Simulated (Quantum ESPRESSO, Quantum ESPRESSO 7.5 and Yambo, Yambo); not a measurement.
## P (puckered monolayer): G0W0 with Yambo, start to end

Wanted: ground state, empty states, screening and self-energy for P (puckered monolayer).

Main program and level: Quantum ESPRESSO 7.5 and Yambo 5.3.0; PBE and many-body steps on it, plane waves.

**Experimental background.**

- Gap 1.7 eV: optical gap from reflectance; reflectance microscopy; 77 K; monolayer (“High Yield Growth and Doping of Black Phosphorus with Tunable Electronic Properties”, 2020, arxiv:2007.09381).

- Gap 1.75 ± 0.04 eV: optical gap, 1L, PL exciton peak; photoluminescence; 263 K; monolayer (mechanically exfoliated monolayer on 275 nm SiO2/Si, nitrogen flow) on SiO2/Si (“Optical Tuning of Exciton and Trion Emissions in Monolayer Phosphorene”, 2015, arxiv:1504.06386).

- Gap 1 eV: monolayer transport gap from transistor characteristics; field-effect transistor transfer characteristics; monolayer (quoted in “Exceptional and Anisotropic Transport Properties of Photocarriers in Black Phosphorus”, 2015, arxiv:1503.08525).

- Gap 2.2 eV: quasiparticle gap; monolayer (quoted in “Experimental evidence of monolayer arsenene: An exotic two-dimensional semiconducting material”, 2018, arxiv:1812.05978).

- Gap 1.67 eV: optical gap of monolayer from PL emission peak; photoluminescence; 300 K; monolayer (exfoliated monolayer) (“Infrared fingerprints of few-layer black phosphorus”, 2016, arxiv:1607.08049).

This is a selection; 2 further reports are not listed.

## Step 1: Starting point

The cell holds 4 atoms: 4 P. Cell: a = 4.626 Å, b = 3.304 Å, c = 14.000 Å, α = 90.0°, β = 90.0°, γ = 90.0°. Vacuum lies along c.

The structure was relaxed with PBE. The runs that relaxed it are not among those shown.

## Step 2: Ground state

This step: Quantum ESPRESSO 7.5; DFT, PBE, plane waves, norm-conserving pseudopotentials.

The ground-state density comes first.

Input file pw.in:

```
&control
  calculation = 'scf'
  prefix = 'x'
  outdir = 'o'
  pseudo_dir = 'pseudo'
/
&system
  ibrav = 0
  nat = 4
  ntyp = 1
  ecutwfc = 36.0
  nbnd = 16
  force_symmorphic = .true.
/
&electrons
  conv_thr = 1e-10
  electron_maxstep = 80
  mixing_beta = 0.5
/
ATOMIC_SPECIES
  P 30.974 P.upf
CELL_PARAMETERS angstrom
  4.6261974460 0.0000000000 0.0000000000
  0.0000000000 3.3043566150 0.0000000000
  0.0000000000 0.0000000000 14.0000000000
ATOMIC_POSITIONS crystal
  P 0.0887347685 0.0000000000 0.5752704305
  P 0.4112652315 0.5000000000 0.5752704305
  P 0.5887347685 0.5000000000 0.4247295489
  P 0.9112652315 0.0000000000 0.4247295489
K_POINTS automatic
  8 10 1 0 0 0
```

Command:

```
> OMP_NUM_THREADS=1 mpirun -n 4 pw.x -nk 4 -in pw.in > pw.out
```

Log:

```text
Program PWSCF v.7.5 starts

     This program is part of the open-source Quantum ESPRESSO suite
     for quantum simulation of materials; please cite
         "P. Giannozzi et al., J. Phys.:Condens. Matter 21 395502 (2009);
         "P. Giannozzi et al., J. Phys.:Condens. Matter 29 465901 (2017);
         "P. Giannozzi et al., J. Chem. Phys. 152 154105 (2020);
     in publications or presentations arising from this work. More details at
     Message from routine setup:
     using ibrav=0 with symmetry is DISCOURAGED, use correct ibrav instead

     G-vector sticks info

     bravais-lattice index     =            0
     lattice parameter (alat)  =       8.7422  a.u.
     unit-cell volume          =    1444.2278 (a.u.)^3
     number of atoms/cell      =            4
     number of atomic types    =            1
     number of electrons       =        20.00
     number of Kohn-Sham states=           16
     kinetic-energy cutoff     =      36.0000  Ry
     charge density cutoff     =     144.0000  Ry
     scf convergence threshold =      1.0E-10
     mixing beta               =       0.5000
     number of iterations used =            8  plain     mixing
     Exchange-correlation= PBE
                           (   1   4   3   4   0   0   0)

     celldm(1)=   8.742246  celldm(2)=   0.000000  celldm(3)=   0.000000
     celldm(4)=   0.000000  celldm(5)=   0.000000  celldm(6)=   0.000000

     crystal axes: (cart. coord. in units of alat)
               a(1) = (   1.000000   0.000000   0.000000 )
               a(2) = (   0.000000   0.714271   0.000000 )
               a(3) = (   0.000000   0.000000   3.026244 )

     reciprocal axes: (cart. coord. in units 2 pi/alat)
               b(1) = (  1.000000  0.000000  0.000000 )
               b(2) = (  0.000000  1.400030  0.000000 )
               b(3) = (  0.000000  0.000000  0.330443 )
     Pseudo is Norm-conserving + core correction, Zval =  5.0
     Generated using ONCVPSP code by D. R. Hamann
     Using radial grid of 1298 points,  6 beta functions with:
     P                 5.00    30.97400     P ( 1.00)

      4 Sym. Ops., with inversion, found

   Cartesian axes

     site n.     atom                  positions (alat units)
         1        P      tau(   1) = (   0.0887348   0.0000000   1.7409084  )
         2        P      tau(   2) = (   0.4112652   0.3571353   1.7409084  )
         3        P      tau(   3) = (   0.5887348   0.3571353   1.2853350  )
         4        P      tau(   4) = (   0.9112652   0.0000000   1.2853350  )

     number of k points=    30
                       cart. coord. in units 2pi/alat
        k(    1) = (   0.0000000   0.0000000   0.0000000), wk =   0.0250000
        k(    2) = (   0.0000000   0.1400030   0.0000000), wk =   0.0500000
        k(    3) = (   0.0000000   0.2800059   0.0000000), wk =   0.0500000
        k(    4) = (   0.0000000   0.4200089   0.0000000), wk =   0.0500000
        k(    5) = (   0.0000000   0.5600119   0.0000000), wk =   0.0500000
        k(    6) = (   0.0000000  -0.7000149   0.0000000), wk =   0.0250000
        k(    7) = (   0.1250000   0.0000000   0.0000000), wk =   0.0500000
        k(    8) = (   0.1250000   0.1400030   0.0000000), wk =   0.1000000
        k(    9) = (   0.1250000   0.2800059   0.0000000), wk =   0.1000000
        k(   10) = (   0.1250000   0.4200089   0.0000000), wk =   0.1000000
     [... 18 further rows ...]
        k(   29) = (  -0.5000000   0.5600119   0.0000000), wk =   0.0500000
        k(   30) = (  -0.5000000  -0.7000149   0.0000000), wk =   0.0250000

     Dense  grid:    42135 G-vectors     FFT dimensions: (  36,  24, 108)

     Initial potential from superposition of free atoms

     starting charge      19.9994, renormalised to      20.0000
     Starting wfcs are   16 randomized atomic wfcs

     per-process dynamical memory:    40.9 Mb

     Self-consistent Calculation

     iteration #  1     ecut=    36.00 Ry     beta= 0.50

     Threshold (ethr) on eigenvalues was too large:
     Diagonalizing with lowered threshold

     total energy              =     -55.39356397 Ry
     estimated scf accuracy    <       0.06357798 Ry

     iteration #  2     ecut=    36.00 Ry     beta= 0.50

     total energy              =     -55.39341839 Ry
     estimated scf accuracy    <       0.01166586 Ry

     iteration #  3     ecut=    36.00 Ry     beta= 0.50

     total energy              =     -55.39401580 Ry
     estimated scf accuracy    <       0.00022986 Ry

     iteration #  4     ecut=    36.00 Ry     beta= 0.50

     total energy              =     -55.39410076 Ry
     estimated scf accuracy    <       0.00002385 Ry

     iteration #  5     ecut=    36.00 Ry     beta= 0.50

     total energy              =     -55.39410497 Ry
     estimated scf accuracy    <       0.00000174 Ry

     iteration #  6     ecut=    36.00 Ry     beta= 0.50

     total energy              =     -55.39410546 Ry
     estimated scf accuracy    <       0.00000011 Ry

     iteration #  7     ecut=    36.00 Ry     beta= 0.50

     total energy              =     -55.39410550 Ry
     estimated scf accuracy    <       0.00000001 Ry

     iteration #  8     ecut=    36.00 Ry     beta= 0.50

     total energy              =     -55.39410551 Ry
     estimated scf accuracy    <          9.1E-10 Ry

     iteration #  9     ecut=    36.00 Ry     beta= 0.50

     total energy              =     -55.39410551 Ry
     estimated scf accuracy    <          1.1E-10 Ry

     iteration # 10     ecut=    36.00 Ry     beta= 0.50

     End of self-consistent calculation

          k = 0.0000 0.0000 0.0000 (  5269 PWs)   bands (ev):

   -15.6597 -13.2024  -9.9027  -6.3700  -5.4472  -5.2017  -4.0393  -2.4623
    -2.3758  -0.7369   0.1698   0.9056   1.9176   2.5526   3.7424   3.7999

          k = 0.0000 0.1400 0.0000 (  5272 PWs)   bands (ev):

   -15.5413 -13.0786  -9.9508  -6.2807  -5.5551  -5.0975  -4.6849  -3.1095
    -2.3311  -0.7614   0.2803   1.8750   1.9306   2.8081   3.8746   3.9072

          k = 0.0000 0.2800 0.0000 (  5258 PWs)   bands (ev):

   -15.1885 -12.7083 -10.1960  -6.2133  -6.0295  -5.6800  -4.7938  -3.7857
    -2.2768  -0.9577   0.6019   0.8998   3.2597   3.3639   3.8852   4.2680

          k = 0.0000 0.4200 0.0000 (  5264 PWs)   bands (ev):

     [... further k-points ...]

     highest occupied, lowest unoccupied level (ev):    -0.7369    0.1698

!    total energy              =     -55.39410551 Ry
     estimated scf accuracy    <          9.0E-11 Ry

     The total energy is the sum of the following terms:
     one-electron contribution =    -191.94043645 Ry
     hartree contribution      =      99.78394649 Ry
     xc contribution           =     -16.31302319 Ry
     ewald contribution        =      53.07540763 Ry

     convergence has been achieved in  10 iterations

     XML data file, charge density, pseudopotentials, collected wavefunctions

=------------------------------------------------------------------------------=
   JOB DONE.
=------------------------------------------------------------------------------=
```

Elapsed: 15 s, on 4 MPI ranks of Arm Neoverse V1, shared host; peak memory 0.31 GiB.

Numbers from this step:

```
total energy               : -753.6752 eV
gap                        : 0.9068 eV
k of the valence top       : 0, 0, 0
k of the conduction bottom : 0, 0, 0
least direct gap           : 0.9068 eV
```

The gap is direct, at Γ.

## Step 3: Bands along the symmetry lines

The cheap functional maps the bands first; the places of the edges decide which points the dearer methods must see.

Input file pw.in:

```
&control
  calculation = 'bands'
  prefix = 'x'
  outdir = 'o'
  pseudo_dir = 'pseudo'
/
&system
  ibrav = 0
  nat = 4
  ntyp = 1
  ecutwfc = 36.0
  nbnd = 16
  force_symmorphic = .true.
/
&electrons
  conv_thr = 1e-9
  electron_maxstep = 80
  diago_full_acc = .true.
  diago_thr_init = 5e-6
/
ATOMIC_SPECIES
  P 30.974 P.upf
CELL_PARAMETERS angstrom
  4.6261974460 0.0000000000 0.0000000000
  0.0000000000 3.3043566150 0.0000000000
  0.0000000000 0.0000000000 14.0000000000
ATOMIC_POSITIONS crystal
  P 0.0887347685 0.0000000000 0.5752704305
  P 0.4112652315 0.5000000000 0.5752704305
  P 0.5887347685 0.5000000000 0.4247295489
  P 0.9112652315 0.0000000000 0.4247295489
K_POINTS crystal
  33
  0.00000000 0.00000000 0.00000000 1
  0.06250000 0.00000000 0.00000000 1
  0.12500000 0.00000000 0.00000000 1
  0.18750000 0.00000000 0.00000000 1
  0.25000000 0.00000000 0.00000000 1
  0.31250000 0.00000000 0.00000000 1
  0.37500000 0.00000000 0.00000000 1
  0.43750000 0.00000000 0.00000000 1
  0.50000000 0.00000000 0.00000000 1
  0.50000000 0.06250000 0.00000000 1
  0.50000000 0.12500000 0.00000000 1
  0.50000000 0.18750000 0.00000000 1
  0.50000000 0.25000000 0.00000000 1
  0.50000000 0.31250000 0.00000000 1
  0.50000000 0.37500000 0.00000000 1
  0.50000000 0.43750000 0.00000000 1
  0.50000000 0.50000000 0.00000000 1
  0.43750000 0.50000000 0.00000000 1
  0.37500000 0.50000000 0.00000000 1
  0.31250000 0.50000000 0.00000000 1
  0.25000000 0.50000000 0.00000000 1
  0.18750000 0.50000000 0.00000000 1
  0.12500000 0.50000000 0.00000000 1
  0.06250000 0.50000000 0.00000000 1
  0.00000000 0.50000000 0.00000000 1
  0.00000000 0.43750000 0.00000000 1
  0.00000000 0.37500000 0.00000000 1
  0.00000000 0.31250000 0.00000000 1
  0.00000000 0.25000000 0.00000000 1
  0.00000000 0.18750000 0.00000000 1
  0.00000000 0.12500000 0.00000000 1
  0.00000000 0.06250000 0.00000000 1
  0.00000000 0.00000000 0.00000000 1
```

Log:

```text
[banner, memory and clock lines left out]
Program PWSCF v.7.5 starts

     Atomic positions and unit cell read from directory:
     o/x.save/

     Message from routine setup:
     using ibrav=0 with symmetry is DISCOURAGED, use correct ibrav instead

     G-vector sticks info

     bravais-lattice index     =            0
     lattice parameter (alat)  =       8.7422  a.u.
     unit-cell volume          =    1444.2278 (a.u.)^3
     number of atoms/cell      =            4
     number of atomic types    =            1
     number of electrons       =        20.00
     number of Kohn-Sham states=           16
     kinetic-energy cutoff     =      36.0000  Ry
     charge density cutoff     =     144.0000  Ry
     Exchange-correlation= PBE
                           (   1   4   3   4   0   0   0)

     celldm(1)=   8.742246  celldm(2)=   0.000000  celldm(3)=   0.000000
     celldm(4)=   0.000000  celldm(5)=   0.000000  celldm(6)=   0.000000

     crystal axes: (cart. coord. in units of alat)
               a(1) = (   1.000000   0.000000   0.000000 )
               a(2) = (   0.000000   0.714271   0.000000 )
               a(3) = (   0.000000   0.000000   3.026244 )

     reciprocal axes: (cart. coord. in units 2 pi/alat)
               b(1) = (  1.000000  0.000000  0.000000 )
               b(2) = (  0.000000  1.400030  0.000000 )
               b(3) = (  0.000000  0.000000  0.330443 )
     Pseudo is Norm-conserving + core correction, Zval =  5.0
     Generated using ONCVPSP code by D. R. Hamann
     Using radial grid of 1298 points,  6 beta functions with:
     P                 5.00    30.97400     P ( 1.00)

      4 Sym. Ops., with inversion, found

   Cartesian axes

     site n.     atom                  positions (alat units)
         1        P      tau(   1) = (   0.0887348   0.0000000   1.7409084  )
         2        P      tau(   2) = (   0.4112652   0.3571353   1.7409084  )
         3        P      tau(   3) = (   0.5887348   0.3571353   1.2853350  )
         4        P      tau(   4) = (   0.9112652   0.0000000   1.2853350  )

     number of k points=    33
                       cart. coord. in units 2pi/alat
        k(    1) = (   0.0000000   0.0000000   0.0000000), wk =   0.0606061
        k(    2) = (   0.0625000   0.0000000   0.0000000), wk =   0.0606061
        k(    3) = (   0.1250000   0.0000000   0.0000000), wk =   0.0606061
[...]
[... 21 further rows ...]
        k(   32) = (   0.0000000   0.0875019   0.0000000), wk =   0.0606061
        k(   33) = (   0.0000000   0.0000000   0.0000000), wk =   0.0606061

     Dense  grid:    42135 G-vectors     FFT dimensions: (  36,  24, 108)

     The potential is recalculated from file :
     o/x.save/charge-density

     Starting wfcs are   16 randomized atomic wfcs

     Band Structure Calculation

     End of band structure calculation

          k = 0.0000 0.0000 0.0000 (  5269 PWs)   bands (ev):

   -15.6596 -13.2024  -9.9026  -6.3699  -5.4471  -5.2016  -4.0393  -2.4622
    -2.3758  -0.7369   0.1699   0.9057   1.9177   2.5527   3.7423   3.8000

          k = 0.0625 0.0000 0.0000 (  5249 PWs)   bands (ev):

   -15.6408 -13.2290  -9.9092  -6.5134  -5.3559  -5.1209  -4.0247  -2.4756
[...]
k = 0.1250 0.0000 0.0000 (  5241 PWs)   bands (ev):

[...]
k = 0.0000 0.0875 0.0000 (  5252 PWs)   bands (ev):

[...]
k = 0.0000 0.0000 0.0000 (  5269 PWs)   bands (ev):

   -15.6596 -13.2024  -9.9026  -6.3699  -5.4471  -5.2016  -4.0393  -2.4622
    -2.3758  -0.7369   0.1699   0.9057   1.9177   2.5527   3.7424   3.8000

     XML data file, pseudopotentials, collected wavefunctions
```

Wall time 6.2 s (4 MPI ranks); peak memory 0.25 GiB; 25 s of CPU time.

Numbers from this step:

```
gap                        : 0.9068 eV
k of the valence top       : 0, 0, 0
k of the conduction bottom : 0, 0, 0
least direct gap           : 0.9068 eV
```

The gap is 0.907 eV, as in the run before at this level.

Electronic bands along the path, in eV, zero at the top of the highest filled band:

| point | band 7 | band 8 | band 9 | band 10 | band 11 | band 12 | band 13 | band 14 |
| --- | --- | --- | --- | --- | --- | --- | --- | --- |
| Γ | -3.30 | -1.73 | -1.64 | 0.00 | 0.91 | 1.64 | 2.65 | 3.29 |
| halfway | -3.08 | -1.94 | -1.37 | -0.72 | 1.85 | 2.10 | 2.16 | 3.21 |
| X | -2.51 | -2.51 | -1.26 | -1.26 | 2.08 | 2.08 | 3.63 | 3.63 |
| halfway | -2.74 | -2.74 | -1.46 | -1.46 | 2.71 | 2.71 | 3.64 | 3.64 |
| S | -4.55 | -4.55 | -1.10 | -1.10 | 2.39 | 2.39 | 3.81 | 3.81 |
| halfway | -3.64 | -3.64 | -1.29 | -1.29 | 1.66 | 1.66 | 3.08 | 3.08 |
| Y | -2.69 | -2.69 | -1.93 | -1.93 | 1.23 | 1.23 | 2.17 | 2.17 |
| halfway | -3.84 | -3.09 | -1.59 | -0.42 | 1.27 | 1.56 | 3.36 | 3.50 |
| Γ | -3.30 | -1.73 | -1.64 | 0.00 | 0.91 | 1.64 | 2.65 | 3.29 |

## Step 4: Empty states on the mesh, 4×6×1 mesh, 110 bands

The sums over transitions need many empty states on a uniform mesh; this step solves for them.

Input file pw.in:

```
&control
  calculation = 'nscf'
  prefix = 'x'
  outdir = 'o'
  pseudo_dir = 'pseudo'
/
&system
  ibrav = 0
  nat = 4
  ntyp = 1
  ecutwfc = 36.0
  nbnd = 110
  force_symmorphic = .true.
/
&electrons
  conv_thr = 1e-9
  electron_maxstep = 80
  diago_full_acc = .true.
  diago_thr_init = 5e-6
/
ATOMIC_SPECIES
  P 30.974 P.upf
CELL_PARAMETERS angstrom
  4.6261974460 0.0000000000 0.0000000000
  0.0000000000 3.3043566150 0.0000000000
  0.0000000000 0.0000000000 14.0000000000
ATOMIC_POSITIONS crystal
  P 0.0887347685 0.0000000000 0.5752704305
  P 0.4112652315 0.5000000000 0.5752704305
  P 0.5887347685 0.5000000000 0.4247295489
  P 0.9112652315 0.0000000000 0.4247295489
K_POINTS automatic
  4 6 1 0 0 0
```

Log:

```text
[banner, memory and clock lines left out]
Program PWSCF v.7.5 starts

     Atomic positions and unit cell read from directory:
     o/x.save/

     Message from routine setup:
     using ibrav=0 with symmetry is DISCOURAGED, use correct ibrav instead

     G-vector sticks info

     bravais-lattice index     =            0
     lattice parameter (alat)  =       8.7422  a.u.
     unit-cell volume          =    1444.2278 (a.u.)^3
     number of atoms/cell      =            4
     number of atomic types    =            1
     number of electrons       =        20.00
     number of Kohn-Sham states=          110
     kinetic-energy cutoff     =      36.0000  Ry
     charge density cutoff     =     144.0000  Ry
     Exchange-correlation= PBE
                           (   1   4   3   4   0   0   0)

     celldm(1)=   8.742246  celldm(2)=   0.000000  celldm(3)=   0.000000
     celldm(4)=   0.000000  celldm(5)=   0.000000  celldm(6)=   0.000000

     crystal axes: (cart. coord. in units of alat)
               a(1) = (   1.000000   0.000000   0.000000 )
               a(2) = (   0.000000   0.714271   0.000000 )
               a(3) = (   0.000000   0.000000   3.026244 )

     reciprocal axes: (cart. coord. in units 2 pi/alat)
               b(1) = (  1.000000  0.000000  0.000000 )
               b(2) = (  0.000000  1.400030  0.000000 )
               b(3) = (  0.000000  0.000000  0.330443 )
     Pseudo is Norm-conserving + core correction, Zval =  5.0
     Generated using ONCVPSP code by D. R. Hamann
     Using radial grid of 1298 points,  6 beta functions with:
     P                 5.00    30.97400     P ( 1.00)

      4 Sym. Ops., with inversion, found

   Cartesian axes

     site n.     atom                  positions (alat units)
         1        P      tau(   1) = (   0.0887348   0.0000000   1.7409084  )
         2        P      tau(   2) = (   0.4112652   0.3571353   1.7409084  )
         3        P      tau(   3) = (   0.5887348   0.3571353   1.2853350  )
         4        P      tau(   4) = (   0.9112652   0.0000000   1.2853350  )

     number of k points=    12
                       cart. coord. in units 2pi/alat
        k(    1) = (   0.0000000   0.0000000   0.0000000), wk =   0.0833333
        k(    2) = (   0.0000000   0.2333383   0.0000000), wk =   0.1666667
        k(    3) = (   0.0000000   0.4666766   0.0000000), wk =   0.1666667
[...]
k(   11) = (  -0.5000000   0.4666766   0.0000000), wk =   0.1666667
        k(   12) = (  -0.5000000  -0.7000149   0.0000000), wk =   0.0833333

     Dense  grid:    42135 G-vectors     FFT dimensions: (  36,  24, 108)

     The potential is recalculated from file :
     o/x.save/charge-density

     Starting wfcs are   16 randomized atomic wfcs +   94 random wfcs

     Band Structure Calculation

     End of band structure calculation

          k = 0.0000 0.0000 0.0000 (  5269 PWs)   bands (ev):

   -15.6596 -13.2024  -9.9026  -6.3699  -5.4471  -5.2016  -4.0393  -2.4622
    -2.3758  -0.7369   0.1699   0.9057   1.9177   2.5527   3.7423   3.7999
     5.2595   5.6344   5.7845   6.2379   6.3157   7.1987   7.3714   8.5131
[...]
30.7978  31.4558  31.4843  31.6843  31.7159  31.9956

          k = 0.0000 0.2333 0.0000 (  5280 PWs)   bands (ev):

[...]
31.4570  31.8173  31.8333  32.2567  32.4124  32.6786

          k = 0.0000 0.4667 0.0000 (  5286 PWs)   bands (ev):

[...]
28.7499  28.7893  29.3385  29.4126  30.0957  30.4203  30.4239  30.4448
    30.8617  31.4444  31.4695  31.5523  31.6526  31.9879  32.1147  32.1913
    33.0560  33.2086  33.2976  33.2976  33.4329  33.8484

          k = 0.0000-0.7000 0.0000 (  5320 PWs)   bands (ev):

     [... further k-points ...]

     highest occupied, lowest unoccupied level (ev):    -0.7369    0.1699

     XML data file, pseudopotentials, collected wavefunctions
```

Elapsed: 19 s, on 4 MPI ranks; peak memory 0.41 GiB.

Numbers from this step:

```
gap                                                           : 0.9068 eV
k of the valence top                                          : 0, 0, 0
k of the conduction bottom                                    : 0, 0, 0
least direct gap                                              : 0.9068 eV
k points computed                                             : 12
lowest point of the top converged band, above the valence top : 32.70 eV
```

On this mesh the gap is 0.907 eV.

(Continued in part 2 of 2.)

[Paths, hosts, dates, memory and timing lines, banners, echoed tables and standing remarks are left out of the program output.]

[Logs are printed without paths, hosts, clocks, repeated set-up lines and the standing remarks that a program may print on its own settings, such as how far it seeks lower states.]

[Runs of the session that timed out or met a known fault of the program may be left out.]

[Hosts, paths, dates, database ids (printed as entryN), source tags and the programs' standing remarks are cut or masked in the printed files.]
